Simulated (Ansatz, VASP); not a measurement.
# Two plane-wave programs on Ge

Contents of POSCAR:

```
Ge
1.0
    0.0000000000      2.8374271100      2.8374271100
    2.8374271100      0.0000000000      2.8374271100
    2.8374271100      2.8374271100      0.0000000000
Ge
2
Direct
    0.0000000000      0.0000000000      0.0000000000
    0.2500000000      0.2500000000      0.2500000000
```

INCAR.step1

```
SYSTEM = Ge
  ALGO = Normal
  EDIFF = 1E-4
  ENCUT = 520
  GGA = PE
  ISMEAR = 0
  LASPH = .True.
  LCHARG = .False.
  LREAL = .False.
  LWAVE = .True.
  NBANDS = 21
  NELM = 60
  PREC = Accurate
  SIGMA = 0.02
```

File INCAR.step2:

```
SYSTEM = Ge
  ALGO = Normal
  EDIFF = 1E-6
  ENCUT = 520
  ISIF = 2
  ISMEAR = 0
  ISTART = 1
  LASPH = .True.
  LCHARG = .False.
  LMIXTAU = .True.
  LREAL = .False.
  LWAVE = .False.
  METAGGA = R2SCAN
  NBANDS = 21
  NELM = 60
  PREC = Accurate
  SIGMA = 0.02
```

KPOINTS

```
k-points
0
Gamma
  12 12 12
  0 0 0
```

Input for Ansatz:

```yaml
crystal:
  lattice:
    - [0.0, 2.83742711, 2.83742711]
    - [2.83742711, 0.0, 2.83742711]
    - [2.83742711, 2.83742711, 0.0]
  atoms:
    - { symbol: Ge, position: [0.0, 0.0, 0.0] }
    - { symbol: Ge, position: [0.25, 0.25, 0.25] }
basis:
  ecutwfc: 500
kpoints:
  mp_grid: { grid: [12, 12, 12] }
  band_path: { path: [VBM, CBM], npoints: 2 }
hamiltonian:
  xc: r2scan
scf:
  occupations: { method: gaussian, width: 0.02 }
output:
  forces: true
  stress: true
  eigenvalues: true
```

Alike in both runs: task single point; functional r2SCAN; k mesh 12 × 12 × 12; occupations gaussian, width 0.02 eV; no spin polarisation.

|  | VASP | Ansatz |
| --- | --- | --- |
| version | VASP 6.6.1 | Ansatz 0.2.0 |
| potentials or method | VASP PAW PBE potentials, release 64 (Ge_d) | scalar-relativistic, plane waves, PAW |
| plane-wave cutoff (eV) | 520 | 500 |
| valence electrons in the cell | 28 | 28 |

```csv
,VASP,Ansatz,Ansatz less VASP
gap on the k mesh at the Fermi level (eV),0.32,0.36,+0.039
least direct gap on the mesh (eV),0.32,0.36,+0.039
pressure (GPa),0.1,0.0,-0.05
```

The functional is the same, so the differences come from potentials, cutoffs and numerics.

Caveats: the PAW data sets were made with another functional, which shifts forces and pressure a little (VASP).
